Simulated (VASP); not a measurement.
# LiH (Fm-3m) in VASP: a series of runs

Aim: see how the results for LiH move with the level of theory and the settings. Levels: PBEsol, LDA, PBE, PBE+D3(BJ). Tasks: relaxation of cell and atoms.

Program: VASP 6.6.1. These are calculated values, not measurements. Logs are shortened: lines on timing, memory, paths and dates and some standing lists are left out, and cuts for length are marked.

## 1. The crystal as given

It takes space group Fm-3m (No. 225, cubic). Conventional cell: a = 4.017 Å, b = 4.017 Å, c = 4.017 Å, α = 90.00°, β = 90.00°, γ = 90.00°. Li (site symmetry m-3m) has 6 H at 2.01 Å as nearest neighbours. H (site symmetry m-3m) is surrounded by 6 Li at 2.01 Å.

The cell is a database's computed one.

## 2. Relaxation of cell and atoms, PBEsol

Input file INCAR:

```
  PREC = Accurate
  ENCUT = 600
  EDIFF = 1E-7
  ISMEAR = 0
  SIGMA = 0.02
  LREAL = False
  LASPH = True
  NELM = 80
  ALGO = Normal
  ISIF = 3
  LWAVE = False
  LCHARG = False
  GGA = PS
  IBRION = 2
  NSW = 90
  EDIFFG = -0.005
```

Input file KPOINTS:

```
Automatic mesh
0
Gamma
  10 10 10
```

Input file POSCAR:

```
LiH
1.0
    0.0000000000      2.0086193900      2.0086193900
    2.0086193900      0.0000000000      2.0086193900
    2.0086193900      2.0086193900      0.0000000000
Li H
1 1
Direct
    0.0000000000      0.0000000000      0.0000000000
    0.5000000000      0.5000000000      0.5000000000
```

Potentials or basis: VASP PAW PBE potentials, release 64 (Li_sv, H).

On the command line:

```bash
> cat potpaw_PBE.64/Li_sv/POTCAR potpaw_PBE.64/H/POTCAR > POTCAR
> mpirun -np 1 vasp_std > vasp.out
```

OUTCAR:

```text
PREC = Accurate
   ENCUT = 600
   EDIFF = 1E-7
   ISMEAR = 0
   LREAL = False
   LASPH = True
   NELM = 80
   ISIF = 3
   GGA = PS
   IBRION = 2
   NSW = 90
   EDIFFG = -0.005

 ion  position               nearest neighbor table
   1  0.000  0.000  0.000-
   2  0.500  0.500  0.500-

  LATTYP: Found a face centered cubic cell.
 ALAT       =     4.0172387800

  Lattice vectors:

 A1 = (   0.0000000000,   2.0086193900,   2.0086193900)
 A2 = (   2.0086193900,   0.0000000000,   2.0086193900)
 A3 = (   2.0086193900,   2.0086193900,   0.0000000000)

Analysis of symmetry for initial positions (statically):
=====================================================================
 Subroutine PRICEL returns:
 Original cell was already a primitive cell.

 Routine SETGRP: Setting up the symmetry group for a
 face centered cubic supercell.

 Subroutine GETGRP returns: Found 48 space group operations
 (whereof 48 operations were pure point group operations)
 out of a pool of 48 trial point group operations.

The static configuration has the point symmetry O_h .

Analysis of symmetry for dynamics (positions and initial velocities):
=====================================================================
 Subroutine PRICEL returns:
 Original cell was already a primitive cell.

 Routine SETGRP: Setting up the symmetry group for a
 face centered cubic supercell.

 Subroutine GETGRP returns: Found 48 space group operations
 (whereof 48 operations were pure point group operations)
 out of a pool of 48 trial point group operations.

The dynamic configuration has the point symmetry O_h .

 Subroutine INISYM returns: Found 48 space group operations
 (whereof 48 operations are pure point group operations),
 and found     1 'primitive' translations

----------------------------------------------------------------------------------------

                                     Primitive cell

  volume of cell :      16.2078

  direct lattice vectors                    reciprocal lattice vectors
     0.000000000  2.008619390  2.008619390    -0.248927200  0.248927200  0.248927200
     2.008619390  0.000000000  2.008619390     0.248927200 -0.248927200  0.248927200
     2.008619390  2.008619390  0.000000000     0.248927200  0.248927200 -0.248927200

  length of vectors
     2.840616783  2.840616783  2.840616783     0.431154557  0.431154557  0.431154557

  position of ions in fractional coordinates (direct lattice)
     0.000000000  0.000000000  0.000000000
     0.500000000  0.500000000  0.500000000

  ion indices of the primitive-cell ions
   primitive index   ion index
                 1           1
                 2           2

----------------------------------------------------------------------------------------

 KPOINTS: Automatic mesh

Automatic generation of k-mesh.
 Grid dimensions read from file:
 generate k-points for:   10   10   10

 Generating k-lattice:

  Cartesian coordinates                     Fractional coordinates (reciprocal lattice)
    -0.024892720  0.024892720  0.024892720     0.100000000  0.000000000  0.000000000
     0.024892720 -0.024892720  0.024892720     0.000000000  0.100000000  0.000000000
     0.024892720  0.024892720 -0.024892720     0.000000000  0.000000000  0.100000000

  Length of vectors
     0.043115456  0.043115456  0.043115456

  Shift w.r.t. Gamma in fractional coordinates (k-lattice)
     0.000000000  0.000000000  0.000000000

 Subroutine IBZKPT returns following result:
 ===========================================

 Found     47 irreducible k-points:

 Following reciprocal coordinates:
            Coordinates               Weight
  0.000000  0.000000  0.000000      1.000000
  0.100000  0.000000  0.000000      8.000000
  0.200000  0.000000  0.000000      8.000000
  0.300000  0.000000  0.000000      8.000000
  0.400000  0.000000  0.000000      8.000000
  0.500000  0.000000  0.000000      4.000000
[... 16 lines left out ...]
  0.300000  0.300000  0.000000      6.000000
  0.400000  0.300000  0.000000     24.000000
 [... further k-points ...]
   k-points           NKPTS =     47   k-points in BZ     NKDIM =     47   number of bands    NBANDS=      6
   number of dos      NEDOS =    301   number of ions     NIONS =      2
   total plane-waves  NPLWV =  13824
   dimension x,y,z NGX =    24 NGY =   24 NGZ =   24
   dimension x,y,z NGXF=    48 NGYF=   48 NGZF=   48
   ions per type =               1   1
   NGX,Y,Z   is equivalent  to a cutoff of  14.05, 14.05, 14.05 a.u.
   NGXF,Y,Z  is equivalent  to a cutoff of  28.09, 28.09, 28.09 a.u.
 SYSTEM =  unknown system
   PREC   = accura    normal or accurate (medium, high low for compatibility)
   ISTART =      0    job   : 0-new  1-cont  2-samecut
   ICHARG =      2    charge: 1-file 2-atom 10-const
   ISPIN  =      1    spin polarized calculation?
   LNONCOLLINEAR =      F non collinear calculations
   LSORBIT =      F    spin-orbit coupling
   LASPH  =      T    aspherical Exc in radial PAW
   ENCUT  =  600.0 eV  44.10 Ry    6.64 a.u.   5.67  5.67  5.67*2*pi/ulx,y,z
   NELM   =     80;   NELMIN=  2; NELMDL= -5     # of ELM steps
   EDIFF  = 0.1E-06   stopping-criterion for ELM
   LREAL  =      F    real-space projection
   EDIFFG = -.5E-02   stopping-criterion for IOM
   NSW    =     90    number of steps for IOM
   IBRION =      2    ionic relax: 0-MD 1-quasi-New 2-CG
   NFREE  =      1    steps in history (QN), initial steepest desc. (CG)
   ISIF   =      3    stress and relaxation
   ISYM   =      2    0-nonsym 1-usesym 2-fastsym
   POTIM  = 0.5000    time-step for ionic-motion
   TEBEG  =    0.0;   TEEND  =   0.0 temperature during run
   PSTRESS=    0.0 pullay stress
   NELECT =       4.0000    total number of electrons
   NUPDOWN=      -1.0000    fix difference up-down
   EMIN   =  10.00;   EMAX   =-10.00  energy-range for DOS
   EFERMI =   0.00;   METHOD = LEGACY
   ISMEAR =     0;   SIGMA  =   0.02  broadening in eV -4-tet -1-fermi 0-gaus
   EFERMI_NEDOS =   21; number of points for ismear=-14 and -15
   IALGO  =     38    algorithm
   IMIX   =      4    mixing-type and parameters
     AMIX     =   0.40;   BMIX     =  1.00
     AMIX_MAG =   1.60;   BMIX_MAG =  1.00
  volume/ion in A,a.u.               =       8.10        54.69
  Fermi-wavevector in a.u.,A,eV,Ry     =   1.026882  1.940525 14.347160  1.054486
  Thomas-Fermi vector in A             =   2.160798
   LORBIT       =      0    0 simple, 1 ext, 2 COOP (PROOUT), +10 PAW based schemes
   GGA     = PS    functional components
   LHFCALC =     F    Hartree Fock is set to
   AEXX    =    0.0000 exact exchange contribution
   IVDW    =     0    specifies the selected vdW correction
   LEPSILON=     F    determine dielectric tensor
   LRPA    =     F    only Hartree local field effects (RPA)
 conjugate gradient relaxation of ions
 non-spin polarized calculation
 Gauss-broadening in eV      SIGMA  =   0.02
  energy-cutoff  :      600.00
  volume of cell :       16.21
 maximum number of plane-waves:       552
   NGX = 11   NGY = 11   NGZ = 11

--------------------------------------- Ionic step        1  -------------------------------------------

 number of electron       3.9999995 magnetization

 Free energy of the ion-electron system (eV)
  ---------------------------------------------------
  ext. energy  EPLUGINS =         0.00000000
  ---------------------------------------------------
  free energy    TOTEN  =        -6.12018249 eV

  energy without entropy =       -6.12018249  energy(sigma->0) =       -6.12018249

------------------------ aborting loop because EDIFF is reached ----------------------------------------

  FORCE on cell =-STRESS in cart. coord.  units (eV):
  Direction    XX          YY          ZZ          XY          YZ          ZX
  --------------------------------------------------------------------------------------
  -------------------------------------------------------------------------------------
  Total       -0.1147370     -0.1147370     -0.1147370      0.0000000     -0.0000000     -0.0000000
  in kB      -11.3420384    -11.3420384    -11.3420384      0.0000000     -0.0000000     -0.0000000
  external PRESSURE =     -11.3420384 kB  Pullay stress =       0.0000000 kB

 VOLUME and BASIS-vectors are now :
 -----------------------------------------------------------------------------
  energy-cutoff  :      600.00
  volume of cell :       16.21
      direct lattice vectors                 reciprocal lattice vectors
     0.000000000  2.008619390  2.008619390    -0.248927200  0.248927200  0.248927200
     2.008619390  0.000000000  2.008619390     0.248927200 -0.248927200  0.248927200
     2.008619390  2.008619390  0.000000000     0.248927200  0.248927200 -0.248927200
[... 37 lines left out ...]
 POSITION                                       TOTAL-FORCE (eV/Angst)
 -----------------------------------------------------------------------------------
      4.00612      2.00306      2.00306        -0.000000      0.000000     -0.000000
      2.00306      2.00306      2.00306         0.000000     -0.000000      0.000000
 -----------------------------------------------------------------------------------
    total drift:                                0.000000      0.000000      0.000000

  FREE ENERGIE OF THE ION-ELECTRON SYSTEM (eV)
  ---------------------------------------------------
  free  energy   TOTEN  =        -6.1210151964 eV

  energy  without entropy=       -6.1210151964  energy(sigma->0) =       -6.12101520

--------------------------------------- Ionic step        3  -------------------------------------------

 number of electron       3.9999998 magnetization

 Free energy of the ion-electron system (eV)
  ---------------------------------------------------
  ext. energy  EPLUGINS =         0.00000000
  ---------------------------------------------------
  free energy    TOTEN  =        -6.12204400 eV

  energy without entropy =       -6.12204400  energy(sigma->0) =       -6.12204400

 E-fermi :   0.4744     XC(G=0):  -8.6978

 val. band max:        0.2826770730   @ k =   0.5000   0.5000   0.0000
 cond. band min:       3.0065469716   @ k =   0.5000   0.5000   0.0000
 fundamental gap:      2.7238698986
 Fermi energy:         0.4744470387

 k-point     1 :       0.0000    0.0000    0.0000
  band No.  band energies     occupation
      1     -43.3949      2.00000
      2      -5.3624      2.00000
      3      16.7227      0.00000
      4      18.2757      0.00000
      5      18.2757      0.00000
      6      18.2757      0.00000

 k-point     2 :       0.1000    0.0000    0.0000
  band No.  band energies     occupation
      1     -43.3896      2.00000
      2      -5.1836      2.00000
      3      15.0832      0.00000
      4      17.3415      0.00000
      5      17.8668      0.00000
      6      17.8668      0.00000
[... 181 lines left out ...]
 k-point    23 :       0.3000    0.3000    0.0000
  band No.  band energies     occupation
      1     -43.3477      2.00000
      2      -3.0971      2.00000
      3       8.8668      0.00000
      4      12.4838      0.00000
      5      12.4838      0.00000
      6      15.6508      0.00000

 k-point    24 :       0.4000    0.3000    0.0000
  band No.  band energies     occupation
      1     -43.3369      2.00000
      2      -2.1797      2.00000
      3       6.9061      0.00000
      4      10.6692      0.00000
      5      12.0342      0.00000
      6      16.4965      0.00000

 [... further k-points ...]

------------------------ aborting loop because EDIFF is reached ----------------------------------------

  FORCE on cell =-STRESS in cart. coord.  units (eV):
  Direction    XX          YY          ZZ          XY          YZ          ZX
  --------------------------------------------------------------------------------------
  -------------------------------------------------------------------------------------
  Total        0.0028965      0.0028965      0.0028965     -0.0000000      0.0000000     -0.0000000
  in kB        0.2959461      0.2959461      0.2959461     -0.0000000      0.0000000     -0.0000000
  external PRESSURE =       0.2959461 kB  Pullay stress =       0.0000000 kB

 VOLUME and BASIS-vectors are now :
 -----------------------------------------------------------------------------
  energy-cutoff  :      600.00
  volume of cell :       15.68
      direct lattice vectors                 reciprocal lattice vectors
     0.000000000  1.986623995  1.986623995    -0.251683258  0.251683258  0.251683258
     1.986623995  0.000000000  1.986623995     0.251683258 -0.251683258  0.251683258
     1.986623995  1.986623995  0.000000000     0.251683258  0.251683258 -0.251683258

 POSITION                                       TOTAL-FORCE (eV/Angst)
 -----------------------------------------------------------------------------------
      0.00000      0.00000      0.00000         0.000000      0.000000      0.000000
      1.98662      1.98662      1.98662         0.000000     -0.000000     -0.000000
 -----------------------------------------------------------------------------------
    total drift:                                0.000000     -0.000000     -0.000000

  FREE ENERGIE OF THE ION-ELECTRON SYSTEM (eV)
  ---------------------------------------------------
  free  energy   TOTEN  =        -6.1220439975 eV

  energy  without entropy=       -6.1220439975  energy(sigma->0) =       -6.12204400

 reached required accuracy - stopping structural energy minimisation
```

It took 8.4 s on 1 thread of Intel Xeon Platinum 8488C (Sapphire Rapids), shared host; peak memory 0.13 GiB.

What came out:

| Quantity | Value |
| --- | --- |
| Free energy | -6.1220 eV |
| Relaxed volume | 7.84 Å³/atom |
| Relaxed cell | a = 2.810 Å, b = 2.810 Å, c = 2.810 Å, α = 60.00°, β = 60.00°, γ = 60.00° |
| Space group after relaxing (to 0.05 Å) | Fm-3m (No. 225) |
| Energy gained by relaxing | 0.9 meV/atom |
| Ionic steps | 3 |
| Pressure after relaxing | 0.0 GPa |
| Band gap on the k mesh | 2.72 eV, direct |

Step by step:
| step | energy change (eV) | largest force (eV/Å) | pressure (GPa) | volume (Å³) |
| --- | --- | --- | --- | --- |
| 1 | 0.0000 | 0.0000 | -1.13 | 16.21 |
| 2 | -0.0008 | 0.0000 | -0.85 | 16.07 |
| 3 | -0.0019 | 0.0000 | 0.03 | 15.68 |

Final structure:
```yaml
crystal:
  lattice:
    - [0.00000, 1.98662, 1.98662]
    - [1.98662, 0.00000, 1.98662]
    - [1.98662, 1.98662, 0.00000]
  atoms:
    - { symbol: Li, position: [0.00000, 0.00000, 0.00000] }
    - { symbol: H, position: [0.50000, 0.50000, 0.50000] }
```

Levels at points of the mesh, in eV from the valence-band top:
| k point | band 1 | band 2 | band 3 | band 4 | band 5 |
| --- | --- | --- | --- | --- | --- |
| (0.00, 0.00, 0.00) | -43.68 | -5.65 | 16.44 | 17.99 | 17.99 |
| (0.50, 0.00, 0.00) | -43.62 | -2.78 | 4.76 | 13.79 | 16.53 |
| (0.50, 0.50, 0.00) | -43.61 | 0.00 | 2.72 | 10.75 | 10.75 |

Caveat: the cutoff is under 1.25 times the usual one of these potentials, so pressure, stress and relaxed cells hold a basis-set (Pulay) error; the PAW data sets were made with another functional, which shifts forces and pressure a little. A k mesh can miss the band edges.

## 3. Relaxation of cell and atoms, LDA

INCAR: that of step 2 with these lines changed.

```diff
@@ -12,3 +12,2 @@
   LCHARG = False
-  GGA = PS
   IBRION = 2
```

KPOINTS is that of step 2.

POSCAR is that of step 2.

Potentials or basis: VASP PAW LDA potentials, release 64 (Li_sv, H).

On the command line:

```bash
> cat potpaw_LDA.64/Li_sv/POTCAR potpaw_LDA.64/H/POTCAR > POTCAR
> mpirun -np 1 vasp_std > vasp.out
```

Run time: 7.9 s. Hardware: 1 thread of Intel Xeon Platinum 8488C (Sapphire Rapids), shared host; peak memory 0.11 GiB.

Results (log left out):

| Item | Value |
| --- | --- |
| Free energy | -6.4984 eV |
| Relaxed volume | 7.41 Å³/atom |
| Relaxed cell | a = 2.757 Å, b = 2.757 Å, c = 2.757 Å, α = 60.00°, β = 60.00°, γ = 60.00° |
| Space group after relaxing (to 0.05 Å) | Fm-3m (No. 225) |
| Energy gained by relaxing | 7.0 meV/atom |
| Ionic steps | 4 |
| Pressure after relaxing | 0.0 GPa |
| Band gap on the k mesh | 2.52 eV, direct |

Step by step:
| step | energy change (eV) | largest force (eV/Å) | pressure (GPa) | volume (Å³) |
| --- | --- | --- | --- | --- |
| 1 | 0.0000 | 0.0000 | -3.08 | 16.21 |
| 2 | -0.0062 | 0.0000 | -2.39 | 15.84 |
| 3 | -0.0136 | 0.0000 | -0.62 | 15.07 |
| 4 | -0.0141 | 0.0000 | 0.04 | 14.82 |

Final structure:
```xyz
2
Lattice="0.0000 1.9498 1.9498 1.9498 0.0000 1.9498 1.9498 1.9498 0.0000" Properties=species:S:1:pos:R:3 pbc="T T T"
Li    1.9498    0.0000    1.9498
H     1.9498    1.9498    1.9498
```

Levels at points of the mesh, in eV from the valence-band top:
```csv
k point,band 1,band 2,band 3,band 4,band 5,band 6
"(0.00, 0.00, 0.00)",-43.41,-5.87,17.22,18.24,18.24,18.24
"(0.50, 0.00, 0.00)",-43.34,-3.02,4.84,14.25,16.72,16.72
"(0.50, 0.50, 0.00)",-43.32,0.00,2.52,10.78,10.78,14.17
```

Caveat: the cutoff is under 1.25 times the usual one of these potentials, so pressure, stress and relaxed cells hold a basis-set (Pulay) error. A k mesh can miss the band edges.

## 4. Relaxation of cell and atoms, PBE

INCAR: that of step 3 with these lines changed.

```diff
@@ -12,2 +12,3 @@
   LCHARG = False
+  GGA = PE
   IBRION = 2
```

KPOINTS is that of step 3.

POSCAR is that of step 3.

Potentials or basis: VASP PAW PBE potentials, release 64 (Li_sv, H).

On the command line:

```bash
> cat potpaw_PBE.64/Li_sv/POTCAR potpaw_PBE.64/H/POTCAR > POTCAR
> mpirun -np 1 vasp_std > vasp.out
```

Wall time 8.9 s (1 thread of Intel Xeon Platinum 8488C (Sapphire Rapids), shared host); peak memory 0.12 GiB.

Results (log left out):

```
Free energy                            : -6.1274 eV
Relaxed volume                         : 7.99 Å³/atom
Relaxed cell                           : a = 2.827 Å, b = 2.827 Å, c = 2.827 Å, α = 60.00°, β = 60.00°, γ = 60.00°
Space group after relaxing (to 0.05 Å) : Fm-3m (No. 225)
Energy gained by relaxing              : 0.2 meV/atom
Ionic steps                            : 3
Pressure after relaxing                : 0.0 GPa
Band gap on the k mesh                 : 2.97 eV, direct
```

The path:
```tsv
step	energy change (eV)	largest force (eV/Å)	pressure (GPa)	volume (Å³)
1	0.0000	0.0000	-0.50	16.21
2	-0.0002	0.0000	-0.37	16.15
3	-0.0004	0.0000	0.02	15.97
```

Final structure:
```xyz
2
Lattice="0.0000 1.9989 1.9989 1.9989 0.0000 1.9989 1.9989 1.9989 0.0000" Properties=species:S:1:pos:R:3 pbc="T T T"
Li    0.0000    0.0000    0.0000
H     1.9989    1.9989    1.9989
```

Levels at points of the mesh, in eV from the valence-band top:
```
           k point  band 1  band 2  band 3  band 4  band 5
(0.00, 0.00, 0.00)  -44.28   -5.46   16.19   17.97   17.97
(0.50, 0.00, 0.00)  -44.23   -2.65    4.94   13.73   16.57
(0.50, 0.50, 0.00)  -44.22    0.00    2.97   10.85   10.85
```

Caveat: the cutoff is under 1.25 times the usual one of these potentials, so pressure, stress and relaxed cells hold a basis-set (Pulay) error.

(Part 1 of 2 ends here.)
